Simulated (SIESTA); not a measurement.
Something may be wrong with this SIESTA 5.4.2 calculation of SnTe.

Contents of run.py:

```python
from ase.io import read
from ase.calculators.siesta import Siesta
from ase.units import Ry, GPa

atoms = read("POSCAR")

fdf = {
    'SCFMustConverge': False,
    'OccupationFunction': 'FD',
    'ElectronicTemperature': '0.05 eV',
    'MaxSCFIterations': '80',
    'SCF.Mixer.Method': 'Pulay',
    'SCF.Mixer.Weight': '0.25',
    'SCF.Mixer.History': '8',
    'SCF.DM.Tolerance': '5.0e-05',
    'SCF.H.Tolerance': '1.0e-03 eV',
    'WriteForces': 'true',
    'Charge.Mulliken': 'end',
    'PAO.Basis': ['Te.1 4', 'n=5 0 2', '  5.635 0.000', 'n=5 1 2', '  7.297 0.000', 'n=4 2 2', '  3.260 0.000', 'n=5 2 1', '  7.297', 'Sn.2 4', 'n=5 0 2', '  6.432 0.000', 'n=5 1 2', '  8.686 0.000', 'n=4 2 2', '  3.759 0.000', 'n=5 2 1', '  8.686'],
    'NetCharge': '-3.0',
}
calc = Siesta(
    label="SnTe",
    command="siesta < PREFIX.fdf > PREFIX.out",
    pseudo_path="pseudos",
    pseudo_qualifier="",
    xc=('GGA', 'PBE'),
    basis_set="DZP",
    mesh_cutoff=500 * Ry,
    energy_shift=0.003 * Ry,
    kpts=[7, 7, 7],
    spin="non-polarized",
    fdf_arguments=fdf,
)
atoms.calc = calc

print(f"energy = {atoms.get_potential_energy():.6f} eV")
free = atoms.get_potential_energy(force_consistent=True)
print(f"free energy = {free:.6f} eV")
print("forces (eV/A):")
print(atoms.get_forces(apply_constraint=False).round(6))
print("stress (GPa, Voigt order, tension positive):", (atoms.get_stress() / GPa).round(4))
```

File POSCAR:

```
SnTe
1.0
    0.0000000000      3.1508500000      3.1508500000
    3.1508500000      0.0000000000      3.1508500000
    3.1508500000      3.1508500000      0.0000000000
Te Sn
1 1
Direct
    0.5000000000      0.5000000000      0.5000000000
    0.0000000000      0.0000000000      0.0000000000
```

Potentials or basis: PseudoDojo 0.4 standard (PBE files), DZP (energy shift 0.003 Ry; two zetas on semicore shells).

The run is started by

```bash
$ python run.py
```

Output:

```text
Job completed
energy = -5005.450703 eV
free energy = -5005.482545 eV
forces (eV/A):
[[-0.  0.  0.]
 [-0.  0.  0.]]
stress (GPa, Voigt order, tension positive): [-15.5111 -15.5111 -15.5111  -0.0194  -0.0194  -0.0194]
```

Among its messages:

```text
madelung: WARNING: Charged system, but not an atom or molecule.
madelung: WARNING: Continue only if you really know what you are doing.
madelung: WARNING: Energy correction terms can not be applied.
```

**Question.** What happened, and what is wrong with the input?

**Answer.** The calculation finished and met its thresholds. The input holds a flaw that was put in on purpose: net charge far too large (NetCharge = -3.0). The program doesn't stop on it, so the numbers can't be trusted though the run ends normally.
